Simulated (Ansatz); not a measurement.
Input and output for Pt (hcp type): DFT, PBE, all-electron PAW with datasets made for the crystal, scalar-relativistic (Ansatz 0.2.0). This run: the series' base cell.

The cell comes from a relaxation on PAW files under the same functional, begun from a prototype that needn't be the stable phase.

Command: `ansatz run input.yaml --threads 1 --pin off --max-ram 2048MiB --backend cpu --events-out ev --progress --plain --runs-dir out` It took 11 s on 1 thread of AMD EPYC 7R43 64-Core Processor (Zen 3), with other jobs on the host, peak memory 0.58 GiB.

```yaml
crystal:
  lattice:
    - [2.7597904092, 0.0, 0.0]
    - [-1.3798952046, 2.3900486035, 0.0]
    - [0.0, 0.0, 4.7788292069]
  atoms:
    - { symbol: Pt, position: [0.3333333333, 0.6666666667, 0.25] }
    - { symbol: Pt, position: [0.6666666667, 0.3333333333, 0.75] }
kpoints:
  mp_grid: { grid: [15, 15, 8] }
scf:
  occupations: { method: fermi_dirac, width: 0.05 }
hamiltonian:
  xc: pbe
  pseudopotentials: { kind: all_electron, datasets: crystal }
output:
  forces: true
  stress: true
  eigenvalues: true
```

Output:

```
hamiltonian.pseudopotentials.datasets: crystal makes datasets for this crystal and solves the spheres of its atoms anew in each pass: cutoff 260.0 eV, the density's 1040.0 eV; for an error of 0.50 meV an atom under PBE, 1.0 meV for the cell; an energy difference from a run of another recipe may be off by several times the error for the cell, under r2SCAN by more, where some 0.1 meV an atom stays at smaller errors; Pt in spheres of 1.376 Å, 10 of its electrons in bands, 8 on its site; only band paths and densities of states list, in semicore columns, the levels of the semicore shells that are solved separately: 5s of Pt, 5p of Pt
Engine: ansatz 0.2.0
Pseudopotentials: kind: all_electron
Pseudopotential: Pt, paw, valence charge 18, recommended cutoff 260 eV (normal), crystal/all_electron/pbe/scalar/gaussian/Pt, Koelling and Harmon's equation, gaussian nucleus
Functional definition: PBE
  parameter kappa = 0.804
  parameter beta = 0.06672455060314922
  exchange = pbe_x(kappa = kappa, mu = beta*pi^2/3)
  correlation = pbe_c(beta = beta)
Crystal: 2 atoms, lattice volume = 31.521 Å³
Basis set: ecut = 260 eV, 301 PW (Γ), exchange–correlation on 30×30×54 points (8 copies of the dense FFT grid, shifted against one another)
Bands: 14, of which v1, the nominal top of the filled ones, is band 10 counted from 1 (9 counted from 0)
Symmetry: 24 space group operations
Space group: P63/mmc (ITA 194), of the structure as read, at distance tolerance 3.2e-5 Å
k-points: 135 of 1800
Non-local potential: Pt, projectors of the file, l = 0: 1, l = 1: 1, l = 2: 2
PAW form: soft (Blöchl's): semilocal exchange-correlation on the pseudo side does not see the compensation charge
PAW one-centre angular grid: Pt, 590 points (default); XC on its mesh's 1817 points in the sphere
Initial density: superposition of atomic densities (neutral atoms: chi_scale 0, normalization atom)
Initial wavefunctions: pseudopotential atomic-orbital guess
Functional: x = pbe(κ = 0.804, μ = 0.2195149727645171), c = pbe(β = 0.06672455060314922)
iter 1 solved again at ethr=1.61e-2 eV; its pass at ethr=1.00e-1 eV (dr2=3.22e0 eV) is discarded
SCF iter   1: F=—  HF=-1001915.367830 eV  |F-HF|=—  |Δ(HF+E_count)|=         —  Δρ=1.02e-1  dr2=3.31e0  ethr=1.61e-2  ⟨swp⟩=2.2  Hψ=10154  notcnv=0
preconditioner: auto → none  [metal: Δε(μ)=0.016 eV  Ē_g=8.852 eV  σ=0.050 eV  W_gap=0.08  n_scr=2 (ndim 8)  ℏωp=29.6 eV  f_vac=0.000  D(μ)=3.36/eV (n_scr^D=36)  sad-step TF]
SCF iter   2: F=—  HF=-1001914.874216 eV  |F-HF|=—  |Δ(HF+E_count)|=   4.94e-1  Δρ=5.78e-2  dr2=1.09e0  ethr=1.61e-2  ⟨swp⟩=2.0  Hψ=3780  notcnv=0
SCF iter   3: F=—  HF=-1001914.534826 eV  |F-HF|=—  |Δ(HF+E_count)|=   3.39e-1  Δρ=2.56e-2  dr2=1.90e-1  ethr=5.46e-3  ⟨swp⟩=3.1  Hψ=5256  notcnv=0  defer=1
iter 4 solved again at ethr=4.65e-5 eV; its pass at ethr=9.50e-4 eV (dr2=9.30e-3 eV) is discarded
SCF iter   4: F=—  HF=-1001914.543063 eV  |F-HF|=—  |Δ(HF+E_count)|=   8.24e-3  Δρ=5.81e-3  dr2=9.25e-3  ethr=4.65e-5  ⟨swp⟩=2.1  Hψ=8399  notcnv=0  defer=5
SCF iter   5: F=—  HF=-1001914.545561 eV  |F-HF|=—  |Δ(HF+E_count)|=   2.50e-3  Δρ=2.07e-3  dr2=1.13e-3  ethr=4.62e-5  ⟨swp⟩=2.6  Hψ=3714  notcnv=0  defer=2
SCF iter   6: F=—  HF=-1001914.547433 eV  |F-HF|=—  |Δ(HF+E_count)|=   1.87e-3  Δρ=6.76e-4  dr2=1.21e-4  ethr=5.64e-6  ⟨swp⟩=2.0  Hψ=4244  notcnv=0  defer=2
SCF iter   7: F=—  HF=-1001914.547414 eV  |F-HF|=—  |Δ(HF+E_count)|=   1.94e-5  Δρ=6.17e-5  dr2=7.20e-7  ethr=6.06e-7  ⟨swp⟩=2.4  Hψ=3419  notcnv=0
SCF iter   8: F=—  HF=-1001914.547413 eV  |F-HF|=—  |Δ(HF+E_count)|=   1.14e-6  Δρ=2.25e-5  dr2=1.27e-7  ethr=3.60e-9  ⟨swp⟩=3.0  Hψ=4632  notcnv=0
SCF iter   9: F=-1001914.547413 eV  HF=-1001914.547413 eV  |F-HF|=3.49e-10  |Δ(HF+E_count)|=   1.27e-8  Δρ=1.36e-6  dr2=4.54e-10  ethr=6.36e-10  ⟨swp⟩=2.7  Hψ=3479  notcnv=0
SCF 1 converged in 9 iterations: F = -1001914.547424 eV  dr2 = 4.54e-10
  Residual-converged pass: ⟨swp⟩=3.0  Hψ=4484  notcnv=0  max |occ|·‖R‖ = 5.3e-6 eV (tolerance 5.3e-6 eV)  dr2=5.24e-10  dr2_onsite=4.03e-10  max |Δocc| = 7.5e-10
  greatest PAW one-centre occupation: 0.817 electrons in one spin orbital (limit 2), on the Pt atom at site 1 (counted from 0), in its partial waves of l = 2
SCF converged after 9 iterations
Free energy (F): -1001914.547424 eV
Harris-Foulkes:  -1001914.547424 eV  (|F-HF|=3.49e-10)
Internal energy: -1001914.515681 eV  (E = F + TS)
E sigma→0 (E₀):  -1001914.531552 eV
Entropy (-TS):   -0.031743 eV (-15.871 meV/atom)
Past the cutoff: the bands carry plane waves up to 1.75 times it, of which those up to 1.5 times it add -0.000469 eV an atom, each by itself; the spheres take 0.000446 eV an atom off the energy for waves past 1.75 times it
By the cutoff:   a pressure is off by up to 0.011 GPa (1.2 times the spheres' own share and the shells' term, over an atom's volume, and 0.004 GPa: a bound that held against runs at twice the plane waves)
Past the cutoffs: a stress includes 0.0047 GPa for waves and charges beyond them, in addition to the slope of what the spheres take
In the spheres:  the bands' charges fall short by 1.3e-7 e at most (sound up to 1e-3), those of shells solved beside the bands by 4.0e-7 e (sound up to 5e-4)
Fermi energy:    27.283447 eV
--- Per-component energies (eV) ---
  E_band       = 478.348156
  E_kinetic    = 334.093756
  E_local      = -2161.348111  (includes V_loc(G=0)·N_el)
  E_nonlocal   = 409.203056
  E_hartree    = 1210.318137
  E_xc         = -163.988203
  E_vxc        = -190.249469  (∫ρ·V_xc dr)
  E_paw        = -1007530.715084  (= ΣΔE_a)
  E_vpaw       = -11693.650840  (= ΣTr[D̂ρ^β])
  E_ewald      = -5371.741293
  E_smearing   = -0.031743  (= −TS)
  E_closure    = 11359.662060  (closes the sum)
  Σ components = -1001914.547424   (vs F -1001914.547424, Δ=0.00e0)
  The terms above E_closure are by the made datasets' own strengths, without shells solved beside the bands.
--- Forces (eV/Å), atoms counted from 1 ---
  atom   1  Pt    -0.00000000     0.00000000     0.00000000
  atom   2  Pt     0.00000000    -0.00000000    -0.00000000
  max |Σ_I F_I| component: 5.55e-17 eV/Å
--- Stress (GPa, compression-positive) ---
       -0.060521      -0.000000      -0.000000
       -0.000000      -0.060521      -0.000000
       -0.000000      -0.000000       0.019405
  P = ⅓ Tr σ = -0.0339 GPa (-0.339 kbar)
  It holds what live shells' own plane waves past their cutoff add
--- Band table (eV; the first three rows and the last of 135) ---
  k-point 0: bands = ["17.5575", "20.2083", "23.3453", "23.8574", "23.8574", "24.2278", "24.2278", "25.4614", "25.4614", "26.5606", "27.0605", "27.0605", "32.0148"]
  k-point 1: bands = ["17.6919", "20.1895", "23.3113", "23.8370", "23.8370", "24.1883", "24.1883", "25.5612", "25.5612", "25.9449", "27.0334", "27.0334", "32.8804"]
  k-point 2: bands = ["18.0782", "20.0954", "23.2337", "23.8045", "23.8045", "24.0871", "24.0871", "24.7966", "25.8189", "25.8189", "26.9395", "26.9395", "34.7960"]
  k-point 134: bands = ["22.1858", "22.1858", "22.7869", "22.7869", "23.6273", "23.6273", "24.8837", "24.8837", "27.1129", "27.1129", "33.8565", "33.8565", "33.8833"]
```

Next run (volume at 0.6 of the series' base cell), as changes to the input before:

```diff
   lattice:
-    - [2.7597904092, 0.0, 0.0]
-    - [-1.3798952046, 2.3900486035, 0.0]
-    - [0.0, 0.0, 4.7788292069]
+    - [2.3515587664, 0.0, 0.0]
+    - [-1.1757793832, 2.0365096302, 0.0]
+    - [0.0, 0.0, 3.9492378347]
   atoms:
```

Results part of the output:

```
SCF 1 converged in 8 iterations: F = -1001903.567298 eV  dr2 = 6.70e-10
  Residual-converged pass: ⟨swp⟩=2.7  Hψ=3480  notcnv=0  max |occ|·‖R‖ = 5.3e-6 eV (tolerance 5.3e-6 eV)  dr2=6.50e-10  dr2_onsite=2.75e-9  max |Δocc| = 1.1e-10
  greatest PAW one-centre occupation: 0.753 electrons in one spin orbital (limit 2), on the Pt atom at site 1 (counted from 0), in its partial waves of l = 2
SCF converged after 8 iterations
Free energy (F): -1001903.567298 eV
Harris-Foulkes:  -1001903.567298 eV  (|F-HF|=4.66e-10)
Internal energy: -1001903.550393 eV  (E = F + TS)
E sigma→0 (E₀):  -1001903.558846 eV
Entropy (-TS):   -0.016905 eV (-8.452 meV/atom)
Past the cutoff: the bands carry plane waves up to 1.75 times it, of which those up to 1.5 times it add -0.000098 eV an atom, each by itself; the spheres take 0.000178 eV an atom off the energy for waves past 1.75 times it
By the cutoff:   a pressure is off by up to 0.010 GPa (1.2 times the spheres' own share and the shells' term, over an atom's volume, and 0.004 GPa: a bound that held against runs at twice the plane waves)
Past the cutoffs: a stress includes 0.0069 GPa for waves and charges beyond them, in addition to the slope of what the spheres take
In the spheres:  the bands' charges fall short by 2.8e-7 e at most (sound up to 1e-3), those of shells solved beside the bands by 8.7e-7 e (sound up to 5e-4)
Fermi energy:    50.553670 eV
--- Per-component energies (eV) ---
  E_band       = 867.691323
  E_kinetic    = 701.353132
  E_local      = -7588.729386  (includes V_loc(G=0)·N_el)
  E_nonlocal   = -93.193763
  E_hartree    = 5164.507943
  E_xc         = -398.137951
  E_vxc        = -412.119573  (∫ρ·V_xc dr)
  E_paw        = -1027515.034416  (= ΣΔE_a)
  E_vpaw       = -50031.023649  (= ΣTr[D̂ρ^β])
  E_ewald      = -20136.702979
  E_smearing   = -0.016905  (= −TS)
  E_closure    = 47962.387026  (closes the sum)
  Σ components = -1001903.567298   (vs F -1001903.567298, Δ=-1.16e-10)
  The terms above E_closure are by the made datasets' own strengths, without shells solved beside the bands.
--- Forces (eV/Å), atoms counted from 1 ---
  atom   1  Pt     0.00000000     0.00000000     0.00000000
  atom   2  Pt     0.00000000    -0.00000000     0.00000000
  max |Σ_I F_I| component: 2.78e-17 eV/Å
--- Stress (GPa, compression-positive) ---
      464.761931       0.000000       0.000000
        0.000000     464.761931       0.000000
        0.000000       0.000000     464.658041
  P = ⅓ Tr σ = 464.7273 GPa (4647.273 kbar)
  It holds what live shells' own plane waves past their cutoff add
--- Band table (eV; the first three rows and the last of 135) ---
  k-point 0: bands = ["34.2927", "36.7989", "42.2115", "42.8577", "42.8577", "43.8599", "43.8599", "45.8650", "45.8650", "48.1506", "49.8619", "49.8619", "60.3043"]
  k-point 1: bands = ["34.5478", "36.8627", "42.1112", "42.7859", "42.7859", "43.7385", "43.7385", "46.1494", "46.1494", "47.3519", "49.8550", "49.8550", "61.2866"]
  k-point 2: bands = ["35.2504", "37.0167", "41.8900", "42.6745", "42.6745", "43.4375", "43.4375", "45.5596", "46.8677", "46.8677", "49.7442", "49.7442", "62.0267"]
  k-point 134: bands = ["39.2755", "39.2755", "40.6158", "40.6158", "43.0037", "43.0037", "45.0875", "45.0875", "50.0006", "50.0006", "60.3068", "60.3068", "61.5467"]
```

Next run (volume at 0.4 of the series' base cell), as changes to the input before:

```diff
   lattice:
-    - [2.3515587664, 0.0, 0.0]
-    - [-1.1757793832, 2.0365096302, 0.0]
-    - [0.0, 0.0, 3.9492378347]
+    - [2.06089844, 0.0, 0.0]
+    - [-1.03044922, 1.7847904036, 0.0]
+    - [0.0, 0.0, 3.4278398379]
   atoms:
```

Results part of the output:

```
SCF 1 converged in 7 iterations: F = -1001860.753898 eV  dr2 = 6.78e-9
  Residual-converged pass: ⟨swp⟩=3.0  Hψ=6792  notcnv=0  max |occ|·‖R‖ = 5.2e-6 eV (tolerance 5.3e-6 eV)  dr2=6.85e-9  dr2_onsite=2.29e-8  max |Δocc| = 5.1e-10
  greatest PAW one-centre occupation: 1.000 electrons in one spin orbital (limit 2), on the Pt atom at site 1 (counted from 0), in its partial waves of l = 0
SCF converged after 7 iterations
Free energy (F): -1001860.753898 eV
Harris-Foulkes:  -1001860.753898 eV  (|F-HF|=1.28e-9)
Internal energy: -1001860.745060 eV  (E = F + TS)
E sigma→0 (E₀):  -1001860.749479 eV
Entropy (-TS):   -0.008839 eV (-4.419 meV/atom)
Past the cutoff: the bands carry plane waves up to 1.75 times it, of which those up to 1.5 times it add -0.000688 eV an atom, each by itself; the spheres take 0.000209 eV an atom off the energy for waves past 1.75 times it
By the cutoff:   a pressure is off by up to 0.011 GPa (1.2 times the spheres' own share and the shells' term, over an atom's volume, and 0.004 GPa: a bound that held against runs at twice the plane waves)
Past the cutoffs: a stress includes 0.0046 GPa for waves and charges beyond them, in addition to the slope of what the spheres take
In the spheres:  the bands' charges fall short by 5.8e-7 e at most (sound up to 1e-3), those of shells solved beside the bands by 7.7e-8 e (sound up to 5e-4)
Fermi energy:    78.910801 eV
--- Per-component energies (eV) ---
  E_band       = 1463.285784
  E_kinetic    = 1771.010522
  E_local      = -7946.054148  (includes V_loc(G=0)·N_el)
  E_nonlocal   = -33.409280
  E_hartree    = 4832.980401
  E_xc         = -587.049798
  E_vxc        = -741.181138  (∫ρ·V_xc dr)
  E_paw        = -1023081.975830  (= ΣΔE_a)
  E_vpaw       = -47488.966092  (= ΣTr[D̂ρ^β])
  E_ewald      = -23052.179725
  E_smearing   = -0.008839  (= −TS)
  E_closure    = 46235.932799  (closes the sum)
  Σ components = -1001860.753898   (vs F -1001860.753898, Δ=0.00e0)
  The terms above E_closure are by the made datasets' own strengths, without shells solved beside the bands.
--- Forces (eV/Å), atoms counted from 1 ---
  atom   1  Pt     0.00000000     0.00000000     0.00000000
  atom   2  Pt    -0.00000000     0.00000000    -0.00000000
  max |Σ_I F_I| component: 9.25e-18 eV/Å
--- Stress (GPa, compression-positive) ---
     2171.176867       0.000000      -0.000000
        0.000000    2171.176867       0.000000
       -0.000000       0.000000    2170.768718
  P = ⅓ Tr σ = 2171.0408 GPa (21710.408 kbar)
  It holds what live shells' own plane waves past their cutoff add
--- Band table (eV; the first three rows and the last of 135) ---
  k-point 0: bands = ["-27.1341", "-25.7470", "14.6125", "21.5131", "21.5131", "22.2868", "22.4311", "22.4311", "56.8314", "57.1002", "64.1314", "64.9399", "64.9399", "66.8910", "66.8910", "69.8955", "69.8955", "76.9712", "76.9784", "76.9784", "86.3617"]
  k-point 1: bands = ["-27.0849", "-25.8039", "14.8609", "21.5470", "21.5470", "21.9276", "22.3950", "22.3950", "56.9936", "57.5687", "63.9856", "64.7955", "64.7955", "66.6404", "66.6404", "70.4488", "70.4488", "75.8936", "77.1096", "77.1096", "85.5391"]
  k-point 2: bands = ["-26.9436", "-25.9639", "15.5810", "20.9477", "21.6438", "21.6438", "22.2929", "22.2929", "57.4608", "58.6605", "63.8396", "64.5766", "64.5766", "66.0360", "66.0360", "71.8439", "71.8439", "73.3225", "77.2083", "77.2083", "84.9594"]
  k-point 134: bands = ["-25.2461", "-25.2461", "16.0007", "16.0007", "17.2920", "17.2920", "20.9232", "20.9232", "59.3484", "59.3484", "62.1109", "62.1109", "67.4095", "67.4095", "69.1256", "69.1256", "77.3374", "77.3374", "93.4946", "93.4946", "94.8578"]
```

Spin–orbit coupling is left out, which matters for the heavy atoms.
